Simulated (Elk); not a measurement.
**Dielectric function and optical constants of NaF (Villiaumite)**

Aim: the dielectric function of NaF (Villiaumite), and the optical constants that follow from it.

Method: DFT, PBE, all-electron APW+lo, Dirac cores, scalar-relativistic bands, independent-particle optical response without local fields, in Elk 11.2.3 (patched build).

## 1. Set-up

It takes space group Fm-3m (No. 225, cubic). Conventional cell: a = 4.640 Å, b = 4.640 Å, c = 4.640 Å, α = 90.00°, β = 90.00°, γ = 90.00°. Na has 6 F at 2.32 Å nearest. Nearest to F lie 6 Na at 2.32 Å. Farther neighbours and most contacts between anions are not listed.

## 2. Ground state

First the ground state: is it a metal or has it a gap?

This step: DFT, PBE, all-electron APW+lo, Dirac cores, scalar-relativistic bands, ground state (Elk 11.2.3 (patched build)).

Contents of elk.in:

```
tasks
  0
  120

xctype
  20

nempty
  14

lorbcnd
  .true.

rgkmax
  7.0

swidth
  0.0018375

maxscl
  100

epsengy
  1e-05

sppath
  './'

avec
  0.000000000000 4.384164609132 4.384164609132
  4.384164609132 0.000000000000 4.384164609132
  4.384164609132 4.384164609132 0.000000000000

atoms
  2
  'Na.in'
  1
  0.000000000000 0.000000000000 0.000000000000   0.000 0.000 0.000
  'F.in'
  1
  0.500000000000 0.500000000000 0.500000000000   0.000 0.000 0.000

ngridk
  13 13 13
```

Run with:

```
$ OMP_NUM_THREADS=4 elk
```

Numbers of over 12 decimals in the logs are rounded to 6 here.

The log of the run:

```text
┌─────────────────────────┐
│ Elk code version 11.2.3 │
└─────────────────────────┘

All units are atomic (Hartree, Bohr, etc.)

┌─────────────────────────────────────────────────┐
│ Ground-state run starting from atomic densities │
└─────────────────────────────────────────────────┘

Lattice vectors :
   0.000000000       4.384164609       4.384164609
   4.384164609       0.000000000       4.384164609
   4.384164609       4.384164609       0.000000000

Reciprocal lattice vectors :
 -0.7165772579      0.7165772579      0.7165772579
  0.7165772579     -0.7165772579      0.7165772579
  0.7165772579      0.7165772579     -0.7165772579

Unit cell volume      :    168.5351731
Brillouin zone volume :    1.471800864

Muffin-tin inner radius fraction :   0.1000000000E-01

Nuclei treated as point charges

Species : 1 (Na)
 parameters loaded from : Na.in
 name : sodium
 nuclear charge    :   -11.00000000
 electronic charge :    11.00000000
 atomic mass :    41907.78703
 muffin-tin radius :    2.200000000
 number of radial points in muffin-tin :    793
 inner part over the whole radius :   0.9883648912E-02
 number on inner part of muffin-tin    :    551
 approximate nuclear radius :   0.5574345702E-04
 number of mesh points to nuclear radius :    238
 atomic positions (lattice), magnetic fields (Cartesian) :
  1 :   0.00000000  0.00000000  0.00000000    0.00000000  0.00000000  0.00000000

Species : 2 (F)
 parameters loaded from : F.in
 name : fluorine
 nuclear charge    :   -9.000000000
 electronic charge :    9.000000000
 atomic mass :    34631.97045
 muffin-tin radius :    2.000000000
 number of radial points in muffin-tin :    593
 inner part over the whole radius :   0.9949055222E-02
 number on inner part of muffin-tin    :    410
 approximate nuclear radius :   0.5278478738E-04
 number of mesh points to nuclear radius :    175
 atomic positions (lattice), magnetic fields (Cartesian) :
  1 :   0.50000000  0.50000000  0.50000000    0.00000000  0.00000000  0.00000000

Total number of atoms per unit cell :    2
Total muffin-tin volume :    78.11255974
 ratio of muffin-tin to unit cell volume :   0.4634792744

Spin treatment :
 spin-unpolarised

Number of Bravais lattice symmetries :   48
Number of crystal symmetries         :   48
Crystal has inversion symmetry
Real symmetric eigensolver will be used

k-point grid :     13    13    13
k-point offset :    0.000000000       0.000000000       0.000000000
k-point set is reduced with full crystal symmetry group
Total number of k-points :       84

Muffin-tin radius times maximum |G+k| :    7.000000000
 using average radius
Maximum |G+k| for APW functions       :    3.333333333
Maximum (1/2)|G+k|²                   :    5.555555556
Maximum |G| for potential and density :    12.00000000
Constant for pseudocharge density :    7
 order of it for each species :   14  14
 order of it for pair densities of each species (exact exchange by exxq0 0: 14) :   11   8
Radial integration step length :    1

G-vector grid sizes :     24    24    24
Number of G-vectors :     4957

Maximum angular momentum used for
 APW functions            :    8
 outer part of muffin-tin :    6
 inner part of muffin-tin :    2

Total nuclear charge    :   -20.00000000
Total core charge       :    4.000000000
Total valence charge    :    16.00000000
Total excess charge     :    0.000000000
Total electronic charge :    20.00000000

Effective Wigner radius, rₛ :    1.262381580

Number of empty states         :     28
Total number of valence states :     37
Total number of core states    :      4

Conduction state local-orbitals added automatically
Third-order local-orbitals added for an l without core states : F
Total number of local-orbitals :    114

Exchange-correlation functional :     20     0     0
 Perdew-Burke-Ernzerhof, Phys. Rev. Lett. 77, 3865 (1996)
 gradient requirement :    1
 generalised gradient approximation (GGA)

Smearing type :    3
 Fermi-Dirac
Smearing width :   0.1837500000E-02
Effective electronic temperature (K) :    580.2366081

Mixing type :    3
 Broyden mixing, J. Phys. A: Math. Gen. 17, L317 (1984)

Kohn-Sham potential initialised from atomic data

┌──────────────────────────────┐
│ Self-consistent loop started │
└──────────────────────────────┘

┌─────────────────┐
│ Loop number : 1 │
└─────────────────┘

Energies :
 Fermi                       :    -0.220607
 sum of occupied eigenvalues :     -136.20649890745
 electron kinetic            :      264.14540151035
 core electron kinetic       :      187.35800533839
 Coulomb                     :     -501.55289387573
 Coulomb potential           :     -364.59258501263
 nuclear-nuclear             :     -65.115554713598
 electron-nuclear            :     -510.79315999398
 Hartree                     :      74.355820831846
 Madelung                    :     -319.25660136941
 xc potential                :     -35.759315405172
 exchange                    :     -24.388900178432
 correlation                 :    -0.706611
 electron entropic           :    -0.44014496200775E-11
 total energy                :     -262.50300328286

Density of states at Fermi energy :   0.5444127091E-07
 (states/Hartree/unit cell)

Estimated indirect band gap :   0.2971977875
 from k-point 1 to k-point 1
Estimated direct band gap   :   0.2971977875
 at k-point 1

Charges :
 core                        :    4.000000000
 valence                     :    16.00000000
 interstitial                :   0.7268691771
 muffin-tins (core leakage)
  species : 1 (Na)
   atom 1                    :    10.03941427     ( -0.9715865579E-07)
  species : 2 (F)
   atom 1                    :    9.233716549     ( -0.2954245937E-06)
 total in muffin-tins        :    19.27313082
 total calculated charge     :    19.99997372
 total charge                :    20.00000000
 error                       :   0.2627826422E-04

┌─────────────────┐
│ Loop number : 2 │
└─────────────────┘

Energies :
 Fermi                       :    -0.217880
 sum of occupied eigenvalues :     -136.17543355211
 electron kinetic            :      264.01569773516
 core electron kinetic       :      187.33567542659
 Coulomb                     :     -501.51721674052
 Coulomb potential           :     -364.59432365809
 nuclear-nuclear             :     -65.115554713598
 electron-nuclear            :     -510.71958974809
 Hartree                     :      74.317927721166
 Madelung                    :     -319.22005491148
 xc potential                :     -35.596807629188
 exchange                    :     -24.383192755363
 correlation                 :    -0.706548
 electron entropic           :    -0.43988963736903E-11
 total energy                :     -262.59125992678

Density of states at Fermi energy :   0.5443918852E-07
 (states/Hartree/unit cell)

Estimated indirect band gap :   0.2954393436
 from k-point 1 to k-point 1
Estimated direct band gap   :   0.2954393436
 at k-point 1

Charges :
 core                        :    4.000000000
 valence                     :    16.00000000
 interstitial                :   0.7302642142
 muffin-tins (core leakage)
  species : 1 (Na)
   atom 1                    :    10.04045222     ( -0.9715865401E-07)
  species : 2 (F)
   atom 1                    :    9.229283566     ( -0.2954245493E-06)
 total in muffin-tins        :    19.26973579
 total calculated charge     :    19.99997391
 total charge                :    20.00000000
 error                       :   0.2608798581E-04

RMS change in Kohn-Sham potential (target) :    1.308790781     (  0.1000000000E-05)
Absolute change in total energy (target)   :   0.8825664392E-01 (  0.1000000000E-04)

[... 12 loops left out ...]

┌──────────────────┐
│ Loop number : 15 │
└──────────────────┘

Energies :
 Fermi                       :    -0.59230172647774E-01
 sum of occupied eigenvalues :     -134.17903524068
 electron kinetic            :      262.45417225889
 core electron kinetic       :      187.29277554737
 Coulomb                     :     -500.04058470807
 Coulomb potential           :     -364.60828689882
 nuclear-nuclear             :     -65.115554713598
 electron-nuclear            :     -507.72296090065
 Hartree                     :      72.797930906176
 Madelung                    :     -317.73644125866
 xc potential                :     -32.024920600750
 exchange                    :     -24.151407206743
 correlation                 :    -0.704386
 electron entropic           :    -0.43036524615432E-11
 total energy                :     -262.44220520199

Density of states at Fermi energy :   0.5444638609E-07
 (states/Hartree/unit cell)

Estimated indirect band gap :   0.2310866796
 from k-point 1 to k-point 1
Estimated direct band gap   :   0.2310866796
 at k-point 1

Charges :
 core                        :    4.000000000
 valence                     :    16.00000000
 interstitial                :   0.8739992808
 muffin-tins (core leakage)
  species : 1 (Na)
   atom 1                    :    10.09059517     ( -0.9715865756E-07)
  species : 2 (F)
   atom 1                    :    9.035405549     ( -0.2954230016E-06)
 total in muffin-tins        :    19.12600072
 total calculated charge     :    19.99998025
 total charge                :    20.00000000
 error                       :   0.1974985226E-04

RMS change in Kohn-Sham potential (target) :   0.5580495187E-07 (  0.1000000000E-05)
Absolute change in total energy (target)   :   0.5495125379E-05 (  0.1000000000E-04)

Convergence targets achieved

┌──────────────────┐
│ Loop number : 16 │
└──────────────────┘

Energies :
 Fermi                       :    -0.59230163521891E-01
 sum of occupied eigenvalues :     -134.17903499260
 electron kinetic            :      262.45417232985
 core electron kinetic       :      187.29277560641
 Coulomb                     :     -500.04058455978
 Coulomb potential           :     -364.60828683768
 nuclear-nuclear             :     -65.115554713598
 electron-nuclear            :     -507.72296067009
 Hartree                     :      72.797930823912
 Madelung                    :     -317.73644114094
 xc potential                :     -32.024920484767
 exchange                    :     -24.151407196174
 correlation                 :    -0.704386
 electron entropic           :    -0.43036524615432E-11
 total energy                :     -262.44220497183

Density of states at Fermi energy :   0.5444638555E-07
 (states/Hartree/unit cell)

Estimated indirect band gap :   0.2310866922
 from k-point 1 to k-point 1
Estimated direct band gap   :   0.2310866922
 at k-point 1

Charges :
 core                        :    4.000000000
 valence                     :    16.00000000
 interstitial                :   0.8739992724
 muffin-tins (core leakage)
  species : 1 (Na)
   atom 1                    :    10.09059517     ( -0.9715865623E-07)
  species : 2 (F)
   atom 1                    :    9.035405558     ( -0.2954229830E-06)
 total in muffin-tins        :    19.12600073
 total calculated charge     :    19.99998025
 total charge                :    20.00000000
 error                       :   0.1974984831E-04

┌──────────────────────────────┐
│ Self-consistent loop stopped │
└──────────────────────────────┘

Wrote STATE.OUT
```

Elapsed: 8.4 s, on 4 threads of Arm Neoverse V1, shared host; peak memory 0.07 GiB.

This step gave:

| Property | Result |
| --- | --- |
| total energy | -262.4 Ha |
| Fermi energy | -1.612 eV |
| DOS at the Fermi level | 2.00e-9 states/eV/cell |
| gap on the k-mesh | 6.288 eV |
| direct gap on the mesh | 6.288 eV |

There is a gap, 6.29 eV on this mesh (points off the mesh can give less), so no carriers' term is needed.

## 3. Independent particles

The spectrum is a sum over vertical transitions between filled and empty bands at the fixed density, so many empty bands are needed.

This step: DFT, PBE, all-electron APW+lo, Dirac cores, scalar-relativistic bands, independent-particle optical response without local fields (Elk 11.2.3 (patched build)).

Edit elk.in of step 2 so:

```diff
@@ -1,4 +1,6 @@
 tasks
-  0
-  120
+  121
+
+optcomp
+  1 1
 
@@ -17,9 +19,7 @@
 swidth
-  0.0018375
+  0.0073499
 
-maxscl
-  100
-
-epsengy
-  1e-05
+wplot
+  400 100 0
+  0.0 0.80849
```

Run with:

```
$ OMP_NUM_THREADS=4 elk
```

The log of the run:

```text
┌─────────────────────────────────┐
│ Elk code version 11.2.3 started │
└─────────────────────────────────┘

Info(readinput): the functional depends on the density's gradient
 muffin-tin radial points multiplied by    2.00000
 (not where nrmtscf is given)

┌────────────────────┐
│ Current task : 121 │
└────────────────────┘

Info(dielectric):
 dielectric tensor written to EPSILON_ij.OUT
 optical conductivity written to SIGMA_ij.OUT
 for components
  i = 1, j = 1

┌──────────────────┐
│ Elk code stopped │
└──────────────────┘
```

Run time: 2.5 s. Hardware: 4 threads; peak memory 0.03 GiB.

Read-outs, printed or worked out from the files:

```
electronic dielectric constant ε∞, mean over x, y and z (by symmetry where fewer were run) : 1.855
main peak of Im epsilon, first axis                                                        : 13.91 eV
```

The Im ε, E ∥ x has structure finer than the step of the table below, so its rows give means over 1 eV, whole bins alone (the curve runs from 0 to 21.9 eV). Peaks (eV: height): 11.2: 1.08, 13.9: 1.82, 19.9: 1.13.

Values under the direct gap are tails of Lorentzian lines. The Im ε, E ∥ x by photon energy; means over each step:

| photon energy (eV) | Im ε, E ∥ x |
| --- | --- |
| 1 | 0.00222 |
| 2 | 0.00477 |
| 3 | 0.00817 |
| 4 | 0.0137 |
| 5 | 0.0257 |
| 6 | 0.108 |
| 7 | 0.456 |
| 8 | 0.645 |
| 9 | 0.739 |
| 10 | 0.823 |
| 11 | 0.989 |
| 12 | 0.846 |
| 13 | 0.821 |
| 14 | 1.51 |
| 15 | 0.964 |
| 16 | 0.833 |
| 17 | 0.748 |
| 18 | 0.698 |
| 19 | 0.834 |
| 20 | 1.08 |
| 21 | 0.614 |

Table of Re ε, E ∥ x by photon energy:

| photon energy (eV) | Re ε, E ∥ x |
| --- | --- |
| 0 | 1.85 |
| 1 | 1.86 |
| 2 | 1.88 |
| 3 | 1.91 |
| 4 | 1.96 |
| 5 | 2.05 |
| 6 | 2.25 |
| 7 | 2.34 |
| 8 | 2.13 |
| 9 | 1.99 |
| 10 | 1.97 |
| 11 | 1.86 |
| 12 | 1.59 |
| 13 | 1.85 |
| 14 | 1.33 |
| 15 | 0.971 |
| 16 | 1.11 |
| 17 | 1.10 |
| 18 | 1.12 |
| 19 | 1.20 |
| 20 | 0.861 |
| 21 | 0.523 |

Refractive index n and extinction k against photon energy:

| photon energy (eV) | n | k |
| --- | --- | --- |
| 0 | 1.36 | 0 |
| 1 | 1.36 | 8.1e-4 |
| 2 | 1.37 | 0.00173 |
| 3 | 1.38 | 0.00293 |
| 4 | 1.40 | 0.00480 |
| 5 | 1.43 | 0.00863 |
| 6 | 1.50 | 0.0259 |
| 7 | 1.54 | 0.164 |
| 8 | 1.47 | 0.217 |
| 9 | 1.43 | 0.235 |
| 10 | 1.43 | 0.266 |
| 11 | 1.41 | 0.334 |
| 12 | 1.30 | 0.334 |
| 13 | 1.39 | 0.273 |
| 14 | 1.33 | 0.662 |
| 15 | 1.07 | 0.427 |
| 16 | 1.12 | 0.362 |
| 17 | 1.10 | 0.336 |
| 18 | 1.11 | 0.331 |
| 19 | 1.15 | 0.362 |
| 20 | 1.06 | 0.520 |
| 21 | 0.799 | 0.340 |

The reflectivity at normal incidence, E ∥ x by photon energy; read off at these points:

| photon energy (eV) | reflectivity at normal incidence, E ∥ x (%) |
| --- | --- |
| 0.00 | 2.35 |
| 0.50 | 2.35 |
| 1.00 | 2.37 |
| 1.50 | 2.40 |
| 2.00 | 2.44 |
| 2.50 | 2.49 |
| 3.00 | 2.57 |
| 3.50 | 2.66 |
| 4.00 | 2.78 |
| 4.50 | 2.94 |
| 5.00 | 3.16 |
| 5.50 | 3.48 |
| 6.00 | 4.01 |
| 6.50 | 4.76 |
| 7.00 | 4.90 |
| 7.50 | 4.86 |
| 8.00 | 4.41 |
| 8.50 | 4.88 |
| 9.00 | 4.03 |
| 9.41 | 4.91 |
| 9.50 | 4.74 |
| 10.00 | 4.26 |
| 10.50 | 5.00 |
| 11.00 | 4.68 |
| 11.17 | 5.16 |
| 11.50 | 4.47 |
| 12.00 | 3.76 |
| 12.50 | 3.32 |
| 13.00 | 3.89 |
| 13.50 | 6.09 |
| 13.92 | 9.40 |
| 14.00 | 9.33 |
| 14.50 | 6.19 |
| 15.00 | 4.19 |
| 15.50 | 3.62 |
| 16.00 | 3.14 |
| 16.50 | 3.43 |
| 17.00 | 2.73 |
| 17.50 | 2.39 |
| 18.00 | 2.67 |
| 18.50 | 2.41 |
| 19.00 | 3.24 |
| 19.50 | 4.60 |
| 20.00 | 6.06 |
| 20.50 | 7.65 |
| 21.00 | 4.65 |
| 21.50 | 2.54 |

Values under the direct gap are tails of Lorentzian lines. Loss function −Im 1/ε at q → 0, E ∥ x against energy loss; read off at these points:

| energy loss (eV) | loss function −Im 1/ε at q → 0, E ∥ x |
| --- | --- |
| 0.00 | 0 |
| 0.50 | 3.1e-4 |
| 1.00 | 6.4e-4 |
| 1.50 | 9.8e-4 |
| 2.00 | 0.00134 |
| 2.50 | 0.00175 |
| 3.00 | 0.00222 |
| 3.50 | 0.00279 |
| 4.00 | 0.00349 |
| 4.50 | 0.00445 |
| 5.00 | 0.00587 |
| 5.50 | 0.00841 |
| 6.00 | 0.0153 |
| 6.50 | 0.0520 |
| 7.00 | 0.0879 |
| 7.50 | 0.105 |
| 8.00 | 0.129 |
| 8.50 | 0.155 |
| 9.00 | 0.152 |
| 9.50 | 0.188 |
| 10.00 | 0.171 |
| 10.50 | 0.209 |
| 11.00 | 0.215 |
| 11.50 | 0.283 |
| 11.61 | 0.288 |
| 12.00 | 0.265 |
| 12.50 | 0.230 |
| 13.00 | 0.189 |
| 13.50 | 0.199 |
| 14.00 | 0.361 |
| 14.50 | 0.502 |
| 14.85 | 0.520 |
| 15.00 | 0.514 |
| 15.50 | 0.457 |
| 16.00 | 0.426 |
| 16.50 | 0.475 |
| 17.00 | 0.421 |
| 17.50 | 0.407 |
| 18.00 | 0.411 |
| 18.50 | 0.357 |
| 19.00 | 0.391 |
| 19.50 | 0.416 |
| 20.00 | 0.563 |
| 20.50 | 0.804 |
| 20.90 | 1.00 |
| 21.00 | 0.955 |
| 21.50 | 0.678 |

At chosen wavelengths:

| wavelength (nm) | n | k | R (%) | 1/α |
| --- | --- | --- | --- | --- |
| 800 | 1.37 | 0.001 | 2.4 | 49 µm |
| 633 | 1.37 | 0.002 | 2.4 | 30 µm |
| 450 | 1.38 | 0.003 | 2.5 | 14 µm |
| 405 | 1.38 | 0.003 | 2.6 | 11 µm |
| 365 | 1.39 | 0.004 | 2.6 | 8.2 µm |
| 308 | 1.40 | 0.005 | 2.8 | 5.0 µm |
| 193 | 1.55 | 0.079 | 4.7 | 194 nm |

Below the direct gap, k and the depth come from the tails of the Lorentzian lines, not from transitions.

Rows near the edge hang on the gap, which this functional as a rule makes too small, and phonon-assisted absorption is left out.

## 4. What came out

```json
{
 "electronic dielectric constant ε∞, mean over x, y and z (by symmetry where fewer were run) (independent particles)": "1.85",
 "main peak of Im epsilon, first axis": "13.9 eV"
}
```

In words: At this level (PBE, independent particles) NaF has ε∞ = 1.85 and n = 1.36 at 1550 nm, and Im ε peaks at 13.9 eV. On the mesh the gap is 6.29 eV and the least direct gap 6.29 eV. Distinct maxima of Im ε, read by a parabola through the highest points, lie at 9.48 eV (0.88), 11.23 eV (1.1), 13.91 eV (1.8) and 19.90 eV (1.1). Excitons and phonon-assisted transitions are missing, and so are local fields; PBE gaps are as a rule too small, which pulls the onset down and ε∞ up. The sum runs over mesh points, so small or evenly spaced maxima can still be ripples of the mesh.

[Machine, clock and banner lines and Python warnings are left out of the logs.]

[Logs are printed without paths, hosts, clocks, repeated set-up lines and the standing remarks that a program may print on its own settings, such as how far it seeks lower states.]

[Hosts, paths, dates, database ids (printed as entryN), source tags and the programs' standing remarks are cut or masked in the printed files.]
